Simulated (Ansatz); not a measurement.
# CsH: sound and stiffness along [100], [110] and [111]

The calculation used Ansatz, DFT PBEsol, spin-orbit coupling, plane waves, PAW. Settings: 420 eV plane-wave cutoff, Γ-centred 6×6×6 mesh, fixed occupations. Spin–orbit coupling included, no magnetic order.

The cell is fixed (symmetry leaves no force on the atoms) and stands under -0.2 GPa:
```
CELL_PARAMETERS angstrom
0.00000 3.45460 3.45460
3.45460 0.00000 3.45460
3.45460 3.45460 0.00000
ATOMIC_POSITIONS crystal
Cs 0.00000 0.00000 0.00000
H 0.25000 0.25000 0.25000
```

The cell is the ideal cubic zincblende prototype; this isn't the usual structure of the compound.

With ions relaxed, on the cubic axes: C11 = 7.2, C12 = 5.9, C44 = 3.0 GPa. The density is 2.697 g/cm³.

**Question.** Is the crystal stable against strain, and how anisotropic is it?

**Answer.** Born's conditions hold: C11 + 2C12 = 19.0, C11 − C12 = 1.2 and C44 = 3.0 GPa are all positive. B = (C11 + 2C12)/3 = 6.3 GPa. The two shear moduli are C44 and C′ = (C11 − C12)/2 = 0.6 GPa, so Zener's ratio is A = C44/C′ = 4.83: the tetragonal shear C′ is the soft one, as in many fcc and bcc metals and zincblende crystals. The Cauchy pressure C12 − C44 is 2.9 GPa; it would vanish for pair forces between atoms on inversion centres at zero pressure, and a positive value is usual with metallic or many-body binding, and where atoms off inversion centres relax under shear, which lowers C44.

**Question.** Give the sound speeds along the three symmetry directions.

**Answer.** The Christoffel equation gives ρv² for each branch:
```csv
direction,branch,ρv²,GPa,v (m/s)
[100],L,C11,7.2,1631
[100],T (×2),C44,3.0,1058
[110],L,(C11 + C12 + 2C44)/2,9.6,1883
[110],"T, u ∥ [001]",C44,3.0,1058
[110],"T, u ∥ [1-10]",(C11 − C12)/2,0.6,481
[111],L,(C11 + 2C12 + 4C44)/3,10.4,1960
[111],T (×2),(C11 − C12 + C44)/3,1.4,726
```

In a piezoelectric crystal some branches stiffen further, which is left out.

**Question.** How does Young's modulus depend on direction?

**Answer.** Inverting gives S11 = 550.868, S12 = -249.132, S44 = 331.126 TPa⁻¹. Along a unit vector (l, m, n), 1/E = S11 − 2(S11 − S12 − S44/2)(l²m² + m²n² + n²l²), where the last bracket is 0, 1/4 and 1/3 for [100], [110] and [111]: E = 2, 4 and 8 GPa. With A > 1 the body diagonal is stiffest. For a film on (001), the biaxial modulus is C11 + C12 − 2C12²/C11 = 3 GPa and the normal strain is −2C12/C11 = -1.65 times the in-plane one.

Cost: 2 runs of about 3.7 core-minutes in all, on Intel Xeon Platinum 8259CL (Skylake/Cascade Lake) (shared hosts).